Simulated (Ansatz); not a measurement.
Here is an Ansatz 0.2.0 calculation.

input.yaml

```yaml
crystal:
  lattice:
    - [-1.51435, 1.51435, 1.51435]
    - [1.51435, -1.51435, 1.51435]
    - [1.51435, 1.51435, -1.51435]
  atoms:
    - { symbol: V, position: [0.0, 0.0, 0.0], spin: 2.0 }
hamiltonian:
  xc: pbe
  pseudopotentials: { kind: paw }
magnetization:
  spin_polarized: true
kpoints:
  mp_grid: { grid: [12, 12, 12] }
scf:
  occupations: { method: gaussian, width: 0.02 }
output:
  forces: true
  stress: true
  eigenvalues: true
```

Potentials or basis: Ansatz PAW.

The run is started by

```console
$ ansatz run input.yaml --threads 2 --pin off --max-ram 5632MiB --backend cpu --events-out ev --progress --plain --runs-dir out
```

Q: What does it give for the net moment?

A: -0.12 μB per cell.

Q: What does it give for the absolute moment?

A: 0.12 μB per cell.

Caveat: the starting moments weren't kept.
